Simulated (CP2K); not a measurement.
A run of CP2K 2026.2 is set up as follows.

Contents of ag_bands.inp:

```
&GLOBAL
  PROJECT ag_bands
  RUN_TYPE ENERGY_FORCE
  PRINT_LEVEL LOW
&END GLOBAL
&FORCE_EVAL
  METHOD QS
  STRESS_TENSOR ANALYTICAL
  &DFT
    BASIS_SET_FILE_NAME BASIS_MOLOPT_UZH
    POTENTIAL_FILE_NAME POTENTIAL_UZH
    &MGRID
      CUTOFF 675
      REL_CUTOFF 60
      NGRIDS 4
    &END MGRID
    &QS
      METHOD GPW
      EPS_DEFAULT 1.0E-9
    &END QS
    &KPOINTS
      SCHEME MONKHORST-PACK 11 11 11
      GAMMA_CENTERED T
      SYMMETRY T
      SYMMETRY_BACKEND SPGLIB
    &END KPOINTS
    &SCF
      SCF_GUESS ATOMIC
      EPS_SCF 1.0E-6
      MAX_SCF 100
      ADDED_MOS 11
      CHOLESKY OFF
      EPS_EIGVAL 1.0E-7
      &DIAGONALIZATION ON
        ALGORITHM STANDARD
      &END DIAGONALIZATION
      &MIXING ON
        METHOD BROYDEN_MIXING
        ALPHA 0.4
        BETA 1.5
        NBUFFER 8
      &END MIXING
      &SMEAR ON
        METHOD FERMI_DIRAC
        ELECTRONIC_TEMPERATURE 580.23
      &END SMEAR
    &END SCF
    &XC
      &XC_FUNCTIONAL
        &GGA_X_OPTB88_VDW
        &END GGA_X_OPTB88_VDW
        &LDA_C_PW
        &END LDA_C_PW
      &END XC_FUNCTIONAL
      &VDW_POTENTIAL
        POTENTIAL_TYPE NON_LOCAL
        &NON_LOCAL
          TYPE DRSLL
          KERNEL_FILE_NAME vdW_kernel_table.dat
          CUTOFF 300
        &END NON_LOCAL
      &END VDW_POTENTIAL
    &END XC
    &PRINT
      &KPOINTS ON
      &END KPOINTS
      &MULLIKEN ON
      &END MULLIKEN
      &MO ON
        ENERGIES T
        OCCUPATION_NUMBERS T
        &EACH
          QS_SCF 0
        &END EACH
        ADD_LAST NUMERIC
      &END MO
      &BAND_STRUCTURE
        FILE_NAME bands.bs
        ADDED_MOS 6
        &KPOINT_SET
          UNITS B_VECTOR
          NPOINTS 6
          SPECIAL_POINT GAMMA 0.00000000 0.00000000 0.00000000
          SPECIAL_POINT X 0.50000000 0.00000000 0.50000000
          SPECIAL_POINT W 0.50000000 0.25000000 0.75000000
          SPECIAL_POINT K 0.37500000 0.37500000 0.75000000
          SPECIAL_POINT GAMMA 0.00000000 0.00000000 0.00000000
          SPECIAL_POINT L 0.50000000 0.50000000 0.50000000
          SPECIAL_POINT U 0.62500000 0.25000000 0.62500000
          SPECIAL_POINT W 0.50000000 0.25000000 0.75000000
          SPECIAL_POINT L 0.50000000 0.50000000 0.50000000
          SPECIAL_POINT K 0.37500000 0.37500000 0.75000000
        &END KPOINT_SET
        &KPOINT_SET
          UNITS B_VECTOR
          NPOINTS 6
          SPECIAL_POINT U 0.62500000 0.25000000 0.62500000
          SPECIAL_POINT X 0.50000000 0.00000000 0.50000000
        &END KPOINT_SET
      &END BAND_STRUCTURE
    &END PRINT
  &END DFT
  &SUBSYS
    &CELL
      ABC 2.8888847545 2.8888847545 2.8888847546
      ALPHA_BETA_GAMMA 60.0000000005 59.9999999996 59.9999999991
      PERIODIC XYZ
    &END CELL
    &COORD
      Ag  0.0000000000 0.0000000000 0.0000000000
    &END COORD
    &KIND Ag
      BASIS_SET TZVP-MOLOPT-PBE-GTH-q11
      POTENTIAL GTH-PBE-q11
    &END KIND
    &PRINT
      &ATOMIC_COORDINATES ON
      &END ATOMIC_COORDINATES
      &CELL ON
      &END CELL
    &END PRINT
  &END SUBSYS
  &PRINT
    &FORCES ON
    &END FORCES
    &STRESS_TENSOR ON
    &END STRESS_TENSOR
  &END PRINT
&END FORCE_EVAL
```

Potentials or basis: POTENTIAL_UZH Ag GTH-PBE-q11; TZVP-MOLOPT-PBE-GTH basis.

Launch:

```console
$ OMP_NUM_THREADS=1 cp2k.psmp -i ag_bands.inp -o ag_bands.out
```

(1) Estimate the band gap on the k mesh.

(2) Predict the pressure.

## Answers

(1) none (metal or under the smearing width).

(2) 5.5 GPa.

Caveat: the potentials were made for another functional, which shifts forces and pressure; the basis of atomic orbitals isn't converged, which shifts pressures, moduli and gaps.
